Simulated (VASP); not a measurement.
Set up this calculation in VASP 6.6.1, as the native input.

- Task: band structure
- Functional: PBE
- Potentials or basis: VASP PAW PBE potentials, release 64 (Sb, Pt)
- Cutoff: 520 eV
- k mesh: 6 × 6 × 6
- Occupations: methfessel-paxton, width 0.1 eV
- Spin: no spin polarisation
- Further INCAR settings: ALGO = Normal; EDIFF = 1e-06; NBANDS = 52

The structure of Sb2Pt (Geversite) lies in POSCAR:

```
Sb2Pt                                   
1.0
    6.4600575478      0.0000000000      0.0000000000
    0.0000000000      6.4600575478      0.0000000000
    0.0000000000      0.0000000000      6.4600575478
  Sb              Pt            
     8     4
Direct
     0.3743955486752739    0.3743955486752739    0.3743955486752739
     0.1256044513247261    0.6256044513247261    0.8743955486752739
     0.8743955486752739    0.1256044513247261    0.6256044513247261
     0.6256044513247261    0.8743955486752739    0.1256044513247261
     0.6256044513247261    0.6256044513247261    0.6256044513247261
     0.8743955486752739    0.3743955486752739    0.1256044513247261
     0.1256044513247261    0.8743955486752739    0.3743955486752739
     0.3743955486752739    0.1256044513247261    0.8743955486752739
     0.0000000000000000    0.0000000000000000    0.0000000000000000
     0.5000000000000000    0.0000000000000000    0.5000000000000000
     0.5000000000000000    0.5000000000000000    0.0000000000000000
     0.0000000000000000    0.5000000000000000    0.5000000000000000
```

These files were run (other wordings do the same):

INCAR

```
SYSTEM = Sb2Pt
PREC = Accurate
ENCUT = 520
EDIFF = 1E-6
ISMEAR = 1
SIGMA = 0.1
LREAL = .FALSE.
LASPH = .TRUE.
NELM = 80
ALGO = Normal
ISIF = 2
LWAVE = .FALSE.
LCHARG = .FALSE.
LMAXMIX = 4
GGA = PE
NBANDS = 52
KPAR = 4
```

KPOINTS

```
Automatic mesh
0
G
  6 6 6
  0 0 0
```

KPOINTS_OPT

```
explicit points
158
Reciprocal
 0.0000000000  0.0000000000  0.0000000000 1
 0.0000000000  0.0357142857  0.0000000000 1
 0.0000000000  0.0714285714  0.0000000000 1
 0.0000000000  0.1071428571  0.0000000000 1
 0.0000000000  0.1428571429  0.0000000000 1
 0.0000000000  0.1785714286  0.0000000000 1
[... 150 lines left out ...]
 0.0253754700  0.4746245300  0.0000000000 1
-0.0253754700  0.5253754700  0.0000000000 1
```

Potentials or basis: VASP PAW PBE potentials, release 64 (Sb, Pt).

Run with:

```bash
$ cat potpaw_PBE.64/Sb/POTCAR potpaw_PBE.64/Pt/POTCAR > POTCAR
$ mpirun -np 4 vasp_std > vasp.out
```

Results of the run:

```yaml
Pressure: 4.7 GPa
Largest_force: 0.018 eV/Å
Band_gap_along_the_path: none (metal or under the smearing width)
```

Caveat: spin-orbit coupling is left out, which moves the levels of the heavy elements.

Run time: 4 min on 4 MPI ranks on Intel(R) Xeon(R) 6975P-C (Granite Rapids), on a shared host, peak memory 0.62 GiB a rank.
